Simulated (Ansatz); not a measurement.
Computed with Ansatz 0.2.0, DFT PBE, scalar-relativistic, plane waves, PAW. Several structures of In2GaP3 were relaxed, and the powder pattern of one of them was computed from 10° to 70° in 2θ (λ = 1.5406 Å; lines under 1 % are left out).

Cu Kα1 powder pattern (kinematic, no thermal factors).
```csv
2θ (°),relative intensity
10.89,6
21.88,2
23.76,5
28.45,83
32.92,100
33.08,49
34.77,2
36.18,3
39.88,2
47.24,35
47.36,69
53.55,1
56.08,25
56.28,13
58.88,35
60.92,1
69.04,11
69.40,5
```

Task: Which structure gives it?
A.

Space group I4/mmm (No. 139). a = 3.845 Å, b = 3.845 Å, c = 16.237 Å, α = 90.00°, β = 90.00°, γ = 90.00°
```json
{"atom": "In", "site": "4e", "symmetry": "4mm", "x": "0.5000", "y": "0.5000", "z": "0.3334"}
{"atom": "Ga", "site": "2b", "symmetry": "4/mmm", "x": "0.5000", "y": "0.5000", "z": "0.0000"}
{"atom": "P", "site": "2a", "symmetry": "4/mmm", "x": "0.0000", "y": "0.0000", "z": "0.0000"}
{"atom": "P", "site": "4e", "symmetry": "4mm", "x": "0.5000", "y": "0.5000", "z": "0.1610"}
```

B.

Space group P6/mmm (No. 191). a = 6.478 Å, b = 6.478 Å, c = 3.998 Å, α = 90.00°, β = 90.00°, γ = 120.00°
```tsv
atom	site	symmetry	x	y	z
In	2c	-6m2	0.6667	0.3333	0.0000
Ga	1a	6/mmm	0.0000	0.0000	0.0000
P	3g	mmm	0.5000	0.0000	0.5000
```

C.

Space group P-4m2 (No. 115). a = 3.778 Å, b = 3.778 Å, c = 8.506 Å, α = 90.00°, β = 90.00°, γ = 90.00°
```json
{"atom": "In", "site": "2g", "symmetry": "2mm.", "x": "0.0000", "y": "0.5000", "z": "0.6391"}
{"atom": "Ga", "site": "1a", "symmetry": "-4m2", "x": "0.0000", "y": "0.0000", "z": "0.0000"}
{"atom": "P", "site": "1b", "symmetry": "-4m2", "x": "0.5000", "y": "0.5000", "z": "0.0000"}
{"atom": "P", "site": "2g", "symmetry": "2mm.", "x": "0.0000", "y": "0.5000", "z": "0.3020"}
```

Result: A. Its strongest line, at 2θ = 32.92°, has d = λ/(2 sin θ) = 2.719 Å and is the (1 1 0) reflection of the conventional I4/mmm cell with a = 3.845 Å, c = 16.237 Å. The others have their strongest lines at 35.6° (B); 35.2° (C).

The cells needn't be stable.
